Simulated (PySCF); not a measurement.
Runs of PySCF 2.14.0 on SiC (Moissanite 3C). Symmetry: F-43m, No. 216, cubic system. The conventional cell has a = 4.358 Å, b = 4.358 Å, c = 4.358 Å, α = 90.00°, β = 90.00°, γ = 90.00°. Around Si (site symmetry -43m) lie 4 C at 1.89 Å. Around C (site symmetry -43m) lie 4 Si at 1.89 Å. 

```csv
task,level,potentials or basis,k mesh,smearing,density cutoff,exponents discarded below (exp_to_discard),potentials,conv_tol,coulomb method,mesh quality,gap on the mesh (eV)
MP2 correlation energy,HF,gth-dzv/gth-hf-rev (potentials made for Hartree-Fock),2 × 2 × 2,fixed,130 Ha,0.02 1/bohr^2,"C gth-hf-rev, Si gth-hf-rev",1e-08 Ha,Gaussian density fitting (GDF),coarse,10.22
atomic charges,B3LYP,gth-dzvp/gth-pbe (potentials made for PBE),2 × 2 × 2,fixed,130 Ha,0.02 1/bohr^2,"C gth-pbe, Si gth-pbe",1e-07 Ha,Gaussian density fitting (GDF),coarse,2.95
density of states,PBEsol,DZVP-MOLOPT-SR/GTH-PBE (potentials made for PBE),10 × 10 × 10,fermi-dirac 0.05 eV,168 Ha,0.02 1/bohr^2,"C GTH-PBE-q4, Si GTH-PBE-q4",1e-07 Ha,multigrid,not flagged,(b)
atomic charges,r2SCAN,gth-dzvp/gth-pbe (potentials made for PBE),2 × 2 × 2,fixed,130 Ha,0.02 1/bohr^2,"C gth-pbe, Si gth-pbe",1e-07 Ha,Gaussian density fitting (GDF),coarse,1.23
atomic charges,r2SCAN0,pob-tzvp-rev2 (all-electron),2 × 2 × 2,fixed,-,0.1 1/bohr^2,-,1e-07 Ha,Gaussian density fitting (GDF),coarse,3.33
atomic charges,PBEsol,pob-tzvp-rev2 (all-electron),2 × 2 × 2,fixed,-,0.1 1/bohr^2,-,1e-07 Ha,Gaussian density fitting (GDF),coarse,0.77
atomic charges,r2SCAN,pob-tzvp-rev2 (all-electron),2 × 2 × 2,fixed,-,0.1 1/bohr^2,-,1e-07 Ha,Gaussian density fitting (GDF),coarse,(a)
atomic charges,LDA,gth-dzvp/gth-pbe (potentials made for PBE),2 × 2 × 2,fixed,130 Ha,0.02 1/bohr^2,"C gth-pbe, Si gth-pbe",1e-07 Ha,Gaussian density fitting (GDF),coarse,0.65
```

Alike in all rows: no spin polarisation; cell as given.

Question: Estimate the missing entries.

Answer: (a) 1.29; (b) 1.27.

Caveats: some runs use coarse meshes; the basis of atomic orbitals isn't converged, which shifts pressures, moduli and gaps; the default atom-centred grid shifts energies of crystals by up to some 10 meV an atom and pressures by some 0.5 GPa (some runs); on so small a mesh gaps with full-range exact exchange can be off by tenths of an eV to over 1 eV (some runs); mesh and basis are far too small for converged many-body values: gaps can be off by tenths of an eV to over 1 eV, and much correlation energy is missing (some runs); the basis has no polarisation functions, which shifts gaps and empty levels by eV (some runs).

A k mesh can miss the band edges.

Not every run made on this cell is shown here.
